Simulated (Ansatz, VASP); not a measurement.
# One calculation of Sn, two programs

```
CELL_PARAMETERS angstrom
3.40607 0.00000 0.00000
-0.19543 3.40046 0.00000
-1.55493 -1.74781 2.47562
ATOMIC_POSITIONS crystal
Sn 0.00000 0.00000 0.00000
```

This isn't the form of Sn at room conditions, which is tetragonal (white tin).

Alike in both runs: task relaxation of cell and atoms; functional LDA; k mesh 11 × 11 × 11; no spin polarisation.

```csv
,VASP,Ansatz
version,VASP 6.6.1,Ansatz 0.2.0
potentials or method,"VASP PAW LDA potentials, release 64 (Sn_d)","plane waves, PAW"
plane-wave cutoff (eV),600,490
occupations,"methfessel-paxton of order 1, width 0.1 eV","cold, width 0.1 eV"
valence electrons in the cell,14,14
```

VASP gave:

* relaxed volume (Å³/atom): 25.96
* relaxed cell length with the largest relative difference (Å): 3.299
* energy change over the relaxation (meV/atom): -47

Q: Estimate Ansatz's values.

A: Relaxed volume (Å³/atom): 25.92; relaxed cell length with the largest relative difference (Å): 3.297; energy change over the relaxation (meV/atom): -48.
